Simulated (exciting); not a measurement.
Consider CaSe, space group Fm-3m.

```xyz
2
Lattice="0.0000 2.9560 2.9560 2.9560 0.0000 2.9560 2.9560 2.9560 0.0000" Properties=species:S:1:pos:R:3 pbc="T T T"
Se    2.9560    2.9560    2.9560
Ca    0.0000    0.0000    0.0000
```

Absorber: atom 1, with 6 Ca at 2.96 Å (octahedral, site symmetry m-3m). Method: exciting, all-electron LAPW+lo, LDA, exchange and screened direct term (singlet BSE), 5×5×5 shifted k points, 25 conduction bands, |G+q| up to 3 bohr⁻¹, full RPA screening with nempty = 48, Lorentzian half width 1.17 eV.

The database entry behind the starting cell differs from later determinations by our own check (0.1 to 0.3 % short, probably kX units), so it need not match the best structure at ambient conditions.

**Question.** What does the Se K spectrum look like, and is there a bound core exciton?

Bound core exciton? Undecided on this mesh: the first bright state (over 5 % of the brightest) lies at 0.06 eV from the Kohn–Sham onset and at -0.02 eV from the lowest bare transition of its own mesh; weaker or dark states reach down to -0.29 eV. Maxima (height): 2.9 eV (1.00), 5.3 eV (1.00) and 15.3 eV (0.49).

Energy from the Kohn–Sham onset, core level to the lowest empty state found on the meshes used; Im ε in relative units:

| E (eV) | Im ε |
| --- | --- |
| -8.5 | 0.03 |
| -8.0 | 0.03 |
| -7.5 | 0.03 |
| -7.0 | 0.03 |
| -6.5 | 0.04 |
| -6.0 | 0.04 |
| -5.5 | 0.05 |
| -5.0 | 0.05 |
| -4.5 | 0.06 |
| -4.0 | 0.07 |
| -3.5 | 0.08 |
| -3.0 | 0.09 |
| -2.5 | 0.11 |
| -2.0 | 0.13 |
| -1.5 | 0.17 |
| -1.0 | 0.22 |
| -0.5 | 0.29 |
| 0.0 | 0.41 |
| 0.5 | 0.55 |
| 1.0 | 0.69 |
| 1.5 | 0.82 |
| 2.0 | 0.91 |
| 2.5 | 0.98 |
| 3.0 | 1.00 |
| 3.5 | 0.98 |
| 4.0 | 0.97 |
| 4.5 | 0.98 |
| 5.0 | 0.99 |
| 5.5 | 0.99 |
| 6.0 | 0.97 |
| 6.5 | 0.88 |
| 7.0 | 0.76 |
| 7.5 | 0.63 |
| 8.0 | 0.53 |
| 8.5 | 0.45 |
| 9.0 | 0.40 |
| 9.5 | 0.38 |
| 10.0 | 0.37 |
| 10.5 | 0.36 |
| 11.0 | 0.36 |
| 11.5 | 0.35 |
| 12.0 | 0.35 |
| 12.5 | 0.35 |
| 13.0 | 0.38 |
| 13.5 | 0.42 |
| 14.0 | 0.45 |
| 14.5 | 0.48 |
| 15.0 | 0.49 |
| 15.5 | 0.49 |
| 16.0 | 0.48 |
| 16.5 | 0.46 |
| 17.0 | 0.44 |
| 17.5 | 0.42 |
| 18.0 | 0.41 |
| 18.5 | 0.40 |
| 19.0 | 0.41 |
| 19.5 | 0.41 |
| 20.0 | 0.42 |
| 20.5 | 0.43 |
| 21.0 | 0.44 |

Binding energies aren't converged on 125 k points. Exchange and the short-range direct term aren't converged in the kernel cutoff. The zero comes from the unshifted 4×4×4 ground-state mesh; it is exact only where the band minimum lies on that mesh. The Kohn–Sham onset, 12474 eV, is no photon energy (tabulated edge of the element: 12658 eV): the scale needs a rigid shift. Bands and screening come from semilocal DFT, whose small gap overscreens. Vibrations and energy-dependent lifetimes are left out. The structure is a published determination, not relaxed.

[Banner, clock and machine lines of the logs are left out without a mark of their own.]

[Logs are printed without paths, hosts, clocks, repeated set-up lines and the standing remarks that a program may print on its own settings, such as how far it seeks lower states.]

[Hosts, paths, dates, database ids (printed as entryN), source tags and the programs' standing remarks are cut or masked in the printed files.]
